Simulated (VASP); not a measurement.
# Cu (I4/mmm) in VASP: further runs

Runs on Cu. Level: PBEsol. Tasks: single point.

Everything below comes from runs of VASP 6.6.1. Logs are shortened: lines on timing, memory, paths and dates and some standing lists are left out, and cuts for length are marked.

**1. The crystal as given**

The structure is tetragonal, space group I4/mmm (No. 139). The conventional cell has a = 2.886 Å, b = 2.886 Å, c = 2.752 Å, α = 90.00°, β = 90.00°, γ = 90.00°. Around Cu (site symmetry 4/mmm) lie 10 Cu at 2.46 to 2.75 Å.

This isn't the form of Cu at room conditions, which is fcc.

**2. Single point, PBEsol**

File INCAR:

```
PREC = Accurate
ENCUT = 520
EDIFF = 1E-6
ISMEAR = 0
SIGMA = 0.15
LREAL = False
LASPH = True
NELM = 100
ALGO = Fast
ISIF = 2
LWAVE = False
LCHARG = False
GGA = PS
NBANDS = 12
```

File KPOINTS:

```
Automatic mesh
0
Gamma
  26 26 26
```

File POSCAR:

```
Cu
1.0
   -1.4427933200      1.4427933200      1.3760814500
    1.4427933200     -1.4427933200      1.3760814500
    1.4427933200      1.4427933200     -1.3760814500
Cu
1
Direct
    0.0000000000      0.0000000000      0.0000000000
```

Potentials or basis: VASP PAW PBE potentials, release 64 (Cu).

Run with:

```
cat potpaw_PBE.64/Cu/POTCAR > POTCAR
mpirun -np 1 vasp_std > vasp.out
```

OUTCAR:

```text
PREC = Accurate
   ENCUT = 520
   EDIFF = 1E-6
   ISMEAR = 0
   LREAL = False
   LASPH = True
   NELM = 100
   ISIF = 2
   GGA = PS

 ion  position               nearest neighbor table
   1  0.000  0.000  0.000-

  LATTYP: Found a body centered tetragonal cell.
 ALAT       =     2.8855866400
 C/A-ratio  =     0.9537620052

  Lattice vectors:

 A1 = (  -1.4427933200,   1.4427933200,   1.3760814500)
 A2 = (   1.4427933200,  -1.4427933200,   1.3760814500)
 A3 = (   1.4427933200,   1.4427933200,  -1.3760814500)

Analysis of symmetry for initial positions (statically):
=====================================================================
 Subroutine PRICEL returns:
 Original cell was already a primitive cell.

 Routine SETGRP: Setting up the symmetry group for a
 body centered tetragonal supercell.

 Subroutine GETGRP returns: Found 16 space group operations
 (whereof 16 operations were pure point group operations)
 out of a pool of 16 trial point group operations.

The static configuration has the point symmetry D_4h.

Analysis of symmetry for dynamics (positions and initial velocities):
=====================================================================
 Subroutine PRICEL returns:
 Original cell was already a primitive cell.

 Routine SETGRP: Setting up the symmetry group for a
 body centered tetragonal supercell.

 Subroutine GETGRP returns: Found 16 space group operations
 (whereof 16 operations were pure point group operations)
 out of a pool of 16 trial point group operations.

The dynamic configuration has the point symmetry D_4h.

 Subroutine INISYM returns: Found 16 space group operations
 (whereof 16 operations are pure point group operations),
 and found     1 'primitive' translations

----------------------------------------------------------------------------------------

                                     Primitive cell

  volume of cell :      11.4581

  direct lattice vectors                    reciprocal lattice vectors
    -1.442793320  1.442793320  1.376081450     0.000000000  0.346549983  0.363350585
     1.442793320 -1.442793320  1.376081450     0.346549983  0.000000000  0.363350585
     1.442793320  1.442793320 -1.376081450     0.346549983  0.346549983  0.000000000

  length of vectors
[... 72 lines left out ...]
   ISTART =      0    job   : 0-new  1-cont  2-samecut
   ICHARG =      2    charge: 1-file 2-atom 10-const
   ISPIN  =      1    spin polarized calculation?
   LNONCOLLINEAR =      F non collinear calculations
   LSORBIT =      F    spin-orbit coupling
   LASPH  =      T    aspherical Exc in radial PAW
   ENCUT  =  520.0 eV  38.22 Ry    6.18 a.u.   4.58  4.58  4.58*2*pi/ulx,y,z
   NELM   =    100;   NELMIN=  2; NELMDL= -5     # of ELM steps
   EDIFF  = 0.1E-05   stopping-criterion for ELM
[... 8 lines left out ...]
   TEBEG  =    0.0;   TEEND  =   0.0 temperature during run
   PSTRESS=    0.0 pullay stress
   NELECT =      11.0000    total number of electrons
   NUPDOWN=      -1.0000    fix difference up-down
   EMIN   =  10.00;   EMAX   =-10.00  energy-range for DOS
   EFERMI =   0.00;   METHOD = LEGACY
   ISMEAR =     0;   SIGMA  =   0.15  broadening in eV -4-tet -1-fermi 0-gaus
   EFERMI_NEDOS =   21; number of points for ismear=-14 and -15
   IALGO  =     68    algorithm
   IMIX   =      4    mixing-type and parameters
     AMIX     =   0.40;   BMIX     =  1.00
     AMIX_MAG =   1.60;   BMIX_MAG =  1.00
  volume/ion in A,a.u.               =      11.46        77.32
  Fermi-wavevector in a.u.,A,eV,Ry     =   1.614984  3.051878 35.486359  2.608174
  Thomas-Fermi vector in A             =   2.709805
   LORBIT       =      0    0 simple, 1 ext, 2 COOP (PROOUT), +10 PAW based schemes
   GGA     = PS    functional components
   LHFCALC =     F    Hartree Fock is set to
   AEXX    =    0.0000 exact exchange contribution
   IVDW    =     0    specifies the selected vdW correction
   LEPSILON=     F    determine dielectric tensor
   LRPA    =     F    only Hartree local field effects (RPA)
 non-spin polarized calculation
 RMM-DIIS sequential band-by-band and
 Gauss-broadening in eV      SIGMA  =   0.15
  energy-cutoff  :      520.00
  volume of cell :       11.46
 maximum number of plane-waves:       327
   NGX =  9   NGY =  9   NGZ =  9

 number of electron      10.9999998 magnetization

 Free energy of the ion-electron system (eV)
  ---------------------------------------------------
  ext. energy  EPLUGINS =         0.00000000
  ---------------------------------------------------
  free energy    TOTEN  =        -4.27196174 eV

  energy without entropy =       -4.26769979  energy(sigma->0) =       -4.26983076

 E-fermi :   7.7738     XC(G=0): -13.0868

 val. band max:        7.7658816417   @ k =   0.5000   0.1154   0.0385
 cond. band min:       7.7740627259   @ k =  -0.2308  -0.3462   0.2308
 fundamental gap:      0.0081810843
 Fermi energy:         7.7738008936

 k-point     1 :       0.0000    0.0000    0.0000
  band No.  band energies     occupation
      1      -1.8363      2.00000
      2       4.4531      2.00000
      3       4.6501      2.00000
      4       4.6501      2.00000
      5       5.5306      2.00000
      6       5.7394      2.00000
      7      32.6347      0.00000
      8      32.6347      0.00000
      9      33.8802      0.00000
     10      36.6635      0.00000
     11      36.6709      0.00000
     12      36.7063      0.00000
[... 331 lines left out ...]
 k-point    24 :       0.3846    0.0385    0.0000
  band No.  band energies     occupation
      1       2.4356      2.00000
      2       3.8259      2.00000
      3       5.4550      2.00000
      4       5.7220      2.00000
      5       5.9102      2.00000
      6       6.4287      2.00000
      7      14.7059      0.00000
      8      25.0569      0.00000
      9      25.6214      0.00000
     10      29.6855      0.00000
     11      32.5769      0.00000
     12      40.3297      0.00000

 [... further k-points ...]
[... 5 lines left out ...]
  --------------------------------------------------------------------------------------
  -------------------------------------------------------------------------------------
  Total       -0.0369510     -0.0369510     -0.0432313      0.0000000      0.0000000      0.0000000
  in kB       -5.1668348     -5.1668348     -6.0450050      0.0000000      0.0000000      0.0000000
  external PRESSURE =      -5.4595582 kB  Pullay stress =       0.0000000 kB

 VOLUME and BASIS-vectors are now :
 -----------------------------------------------------------------------------
  energy-cutoff  :      520.00
  volume of cell :       11.46
      direct lattice vectors                 reciprocal lattice vectors
    -1.442793320  1.442793320  1.376081450     0.000000000  0.346549983  0.363350585
     1.442793320 -1.442793320  1.376081450     0.346549983  0.000000000  0.363350585
     1.442793320  1.442793320 -1.376081450     0.346549983  0.346549983  0.000000000

 POSITION                                       TOTAL-FORCE (eV/Angst)
 -----------------------------------------------------------------------------------
      0.00000      0.00000      0.00000         0.000000      0.000000      0.000000
 -----------------------------------------------------------------------------------
    total drift:                                0.000000      0.000000      0.000000

  FREE ENERGIE OF THE ION-ELECTRON SYSTEM (eV)
  ---------------------------------------------------
  free  energy   TOTEN  =        -4.2719617403 eV

  energy  without entropy=       -4.2676997871  energy(sigma->0) =       -4.26983076
```

OSZICAR:

```text
N       E                     dE             d eps       ncg     rms          rms(c)
DAV:   1     0.419319758236E+02    0.41932E+02   -0.53892E+03 35488   0.155E+03
DAV:   2    -0.403399566412E+01   -0.45966E+02   -0.42426E+02 32988   0.204E+02
DAV:   3    -0.535029975398E+01   -0.13163E+01   -0.13047E+01 37024   0.396E+01
DAV:   4    -0.535808278065E+01   -0.77830E-02   -0.77820E-02 35868   0.271E+00
DAV:   5    -0.535815372968E+01   -0.70949E-04   -0.70950E-04 37160   0.263E-01    0.830E+00
RMM:   6    -0.465644173857E+01    0.70171E+00   -0.35241E+00 40032   0.348E+01    0.459E+00
RMM:   7    -0.428910522257E+01    0.36734E+00   -0.49164E-01 39644   0.126E+01    0.109E+00
RMM:   8    -0.427425642387E+01    0.14849E-01   -0.16607E-02 41017   0.130E+00    0.360E-01
RMM:   9    -0.427188771784E+01    0.23687E-02   -0.43430E-03 41359   0.125E+00    0.212E-02
RMM:  10    -0.427195192327E+01   -0.64205E-04   -0.51068E-04 41893   0.305E-01    0.106E-02
RMM:  11    -0.427196007792E+01   -0.81547E-05   -0.83791E-05 43986   0.117E-01    0.107E-02
RMM:  12    -0.427196142142E+01   -0.13435E-05   -0.15912E-05 43202   0.483E-02    0.348E-03
RMM:  13    -0.427196174035E+01   -0.31893E-06   -0.28764E-06 31763   0.176E-02
   1 F= -.42719617E+01 E0= -.42698308E+01  d E =-.426195E-02
```

Run time: 1.7 min. Hardware: 1 thread of Intel Xeon Platinum 8488C (Sapphire Rapids), shared host; peak memory 0.27 GiB.

Results:

| Property | Result |
| --- | --- |
| Free energy | -4.2720 eV |
| Pressure | -0.5 GPa |
| Band gap on the k mesh | none (metal or under the smearing width) |

Stress tensor (GPa, compression positive):
```
-0.52  0.00  0.00
 0.00 -0.52  0.00
 0.00  0.00 -0.60
```

Caveat: the PAW data sets were made with another functional, which shifts forces and pressure a little.

**3. Single point, PBEsol**

File INCAR:

```
PREC     = Accurate       # precision mode
ENCUT    = 520            # plane-wave cutoff, eV
EDIFF    = 1E-7           # SCF threshold, eV
ISMEAR   = 0              # smearing method
SIGMA    = 0.15           # smearing width, eV
LREAL    = False          # projectors in reciprocal space
LASPH    = True           # aspherical terms in the spheres
NELM     = 100            # most SCF steps
ALGO     = Fast           # electronic algorithm
ISIF     = 2              # what is computed and relaxed
LWAVE    = False          # write WAVECAR
LCHARG   = False          # write CHGCAR
GGA      = PS             # functional
NBANDS   = 12             # bands
```

File KPOINTS:

```
Automatic mesh
0
Gamma
  24 24 24
```

POSCAR is that of step 2.

Potentials or basis: VASP PAW PBE potentials, release 64 (Cu).

Run with:

```
cat potpaw_PBE.64/Cu/POTCAR > POTCAR
mpirun -np 1 vasp_std > vasp.out
```

OUTCAR:

```text
PREC = Accurate
   ENCUT = 520
   EDIFF = 1E-7
   ISMEAR = 0
   LREAL = False
   LASPH = True
   NELM = 100
   ISIF = 2
   GGA = PS

 ion  position               nearest neighbor table
   1  0.000  0.000  0.000-

  LATTYP: Found a body centered tetragonal cell.
 ALAT       =     2.8855866400
 C/A-ratio  =     0.9537620052

  Lattice vectors:

 A1 = (  -1.4427933200,   1.4427933200,   1.3760814500)
 A2 = (   1.4427933200,  -1.4427933200,   1.3760814500)
 A3 = (   1.4427933200,   1.4427933200,  -1.3760814500)

Analysis of symmetry for initial positions (statically):
=====================================================================
 Subroutine PRICEL returns:
 Original cell was already a primitive cell.

 Routine SETGRP: Setting up the symmetry group for a
 body centered tetragonal supercell.

 Subroutine GETGRP returns: Found 16 space group operations
 (whereof 16 operations were pure point group operations)
 out of a pool of 16 trial point group operations.

The static configuration has the point symmetry D_4h.

Analysis of symmetry for dynamics (positions and initial velocities):
[... 162 lines left out ...]
 cond. band min:       7.7844071234   @ k =   0.5000   0.2083   0.1250
 fundamental gap:      0.0080252172
 Fermi energy:         7.7776342797

 k-point     1 :       0.0000    0.0000    0.0000
  band No.  band energies     occupation
      1      -1.8364      2.00000
      2       4.4529      2.00000
      3       4.6498      2.00000
      4       4.6498      2.00000
      5       5.5302      2.00000
      6       5.7391      2.00000
      7      32.6346      0.00000
      8      32.6346      0.00000
      9      33.8803      0.00000
     10      36.6634      0.00000
     11      36.6696      0.00000
     12      36.7061      0.00000
[... 331 lines left out ...]
 k-point    24 :       0.4583    0.0417    0.0000
  band No.  band energies     occupation
      1       2.6000      2.00000
      2       3.7635      2.00000
      3       5.5891      2.00000
      4       5.7945      2.00000
      5       6.2501      2.00000
      6       7.3882      1.99976
      7      12.5996      0.00000
      8      24.4584      0.00000
      9      25.1563      0.00000
     10      29.5922      0.00000
     11      32.6095      0.00000
     12      41.4403      0.00000

 [... further k-points ...]
[... 5 lines left out ...]
  --------------------------------------------------------------------------------------
  -------------------------------------------------------------------------------------
  Total       -0.0202979     -0.0202979     -0.0302971      0.0000000     -0.0000000     -0.0000000
  in kB       -2.8382387     -2.8382387     -4.2364253      0.0000000     -0.0000000     -0.0000000
  external PRESSURE =      -3.3043009 kB  Pullay stress =       0.0000000 kB

 VOLUME and BASIS-vectors are now :
 -----------------------------------------------------------------------------
  energy-cutoff  :      520.00
  volume of cell :       11.46
      direct lattice vectors                 reciprocal lattice vectors
    -1.442793320  1.442793320  1.376081450     0.000000000  0.346549983  0.363350585
     1.442793320 -1.442793320  1.376081450     0.346549983  0.000000000  0.363350585
     1.442793320  1.442793320 -1.376081450     0.346549983  0.346549983  0.000000000

 POSITION                                       TOTAL-FORCE (eV/Angst)
 -----------------------------------------------------------------------------------
      0.00000      0.00000      0.00000        -0.000000      0.000000      0.000000
 -----------------------------------------------------------------------------------
    total drift:                                0.000000      0.000000      0.000000

  FREE ENERGIE OF THE ION-ELECTRON SYSTEM (eV)
  ---------------------------------------------------
  free  energy   TOTEN  =        -4.2717255942 eV

  energy  without entropy=       -4.2673372739  energy(sigma->0) =       -4.26953143
```

OSZICAR:

```text
N       E                     dE             d eps       ncg     rms          rms(c)
DAV:   1     0.416818801266E+02    0.41682E+02   -0.53900E+03 28516   0.155E+03
DAV:   2    -0.401627083488E+01   -0.45698E+02   -0.42139E+02 26368   0.205E+02
DAV:   3    -0.535033665449E+01   -0.13341E+01   -0.13253E+01 29580   0.397E+01
DAV:   4    -0.535824369750E+01   -0.79070E-02   -0.79060E-02 28632   0.272E+00
DAV:   5    -0.535831545744E+01   -0.71760E-04   -0.71759E-04 29592   0.263E-01    0.830E+00
RMM:   6    -0.465623807812E+01    0.70208E+00   -0.35234E+00 31989   0.348E+01    0.459E+00
RMM:   7    -0.428890586356E+01    0.36733E+00   -0.49154E-01 31674   0.126E+01    0.109E+00
RMM:   8    -0.427404367059E+01    0.14862E-01   -0.16681E-02 32813   0.130E+00    0.362E-01
RMM:   9    -0.427165091598E+01    0.23928E-02   -0.43858E-03 33037   0.125E+00    0.216E-02
RMM:  10    -0.427171591277E+01   -0.64997E-04   -0.51256E-04 33502   0.304E-01    0.106E-02
RMM:  11    -0.427172396697E+01   -0.80542E-05   -0.83128E-05 35272   0.118E-01    0.111E-02
RMM:  12    -0.427172530902E+01   -0.13420E-05   -0.16799E-05 35957   0.492E-02    0.352E-03
RMM:  13    -0.427172563426E+01   -0.32524E-06   -0.29641E-06 33121   0.169E-02    0.198E-03
RMM:  14    -0.427172559424E+01    0.40025E-07   -0.35307E-07 27070   0.736E-03
   1 F= -.42717256E+01 E0= -.42695314E+01  d E =-.438832E-02
```

stdout:

```text
POSCAR found type information on POSCAR Cu
 POSCAR found :  1 types and       1 ions
 scaLAPACK will be used
 -----------------------------------------------------------------------------
|                                                                             |
|                                                                             |
|     You enforced a specific xc type in the INCAR file but a different       |
[... 19 lines left out ...]
WARNING in EDDRMM: call to ZHEGV failed, returncode =   6  3     11
WARNING in EDDRMM: call to ZHEGV failed, returncode =   6  3      9
WARNING in EDDRMM: call to ZHEGV failed, returncode =   6  3      7
WARNING in EDDRMM: call to ZHEGV failed, returncode =   6  3      9
WARNING in EDDRMM: call to ZHEGV failed, returncode =   6  3      8
WARNING in EDDRMM: call to ZHEGV failed, returncode =   6  3      7
WARNING in EDDRMM: call to ZHEGV failed, returncode =   6  3      9
```

Run time: 86 s. Hardware: 1 thread of Intel Xeon Platinum 8488C (Sapphire Rapids), shared host; peak memory 0.24 GiB.

Results:

```
Free energy            : -4.2717 eV
Pressure               : -0.3 GPa
Band gap on the k mesh : none (metal or under the smearing width)
```

Stress tensor (GPa, compression positive):
```
-0.28  0.00  0.00
 0.00 -0.28  0.00
 0.00  0.00 -0.42
```

Caveat: the PAW data sets were made with another functional, which shifts forces and pressure a little.
